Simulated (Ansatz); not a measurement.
Isolated molecules relaxed with PBE0-D4/def2-TZVP in Ansatz; ΔE leaves out vibrations. CBS: MP2 limit from def2 TZ/QZ plus the TZ coupled-cluster correction, frozen cores. This one scheme is used for every species. DFT in def2-TZVPP. For Zn outer-core shells are correlated without core-valence functions, which leaves a few kJ/mol of doubt a bond. Scalar relativity is left out up to krypton. One conformer a species, not always the lowest.

`C[CH2][Zn][CH2]C` + `C#CCO` → `C[CH2][ZnH]` + `C#CCOCC`  (formal exchange of groups at a Zn–C bond)

```json
{"level": "r2SCANh-D4", "ΔE (kJ/mol)": "32.1"}
{"level": "LC-ωPBE", "ΔE (kJ/mol)": "34.8"}
```

**Question.** What does CCSD(T)/CBS give? (An estimate is asked.)

**Answer.** The calculation gave: +38.6 kJ/mol. The listed levels differ from it by -6.5, -3.8 kJ/mol.

Largest T1 diagnostic among the species: 0.013.

The D4 term adds −3.8 kJ/mol with B3LYP and −2.2 kJ/mol with PBE0; it sums over pairs of atoms, weighted by their polarisabilities, and B3LYP, whose exchange is more repulsive, gets the larger term. At CCSD(T), def2-SVP lies −12.7 kJ/mol from the extrapolated value and def2-TZVPP −5.0 kJ/mol.

B3LYP here is the variant with VWN-RPA as its local correlation; programs differ in this.

CCSD(T)/CBS has its own doubt, a few kJ/mol and more with outer-core shells, so smaller differences from it don't rank the levels.
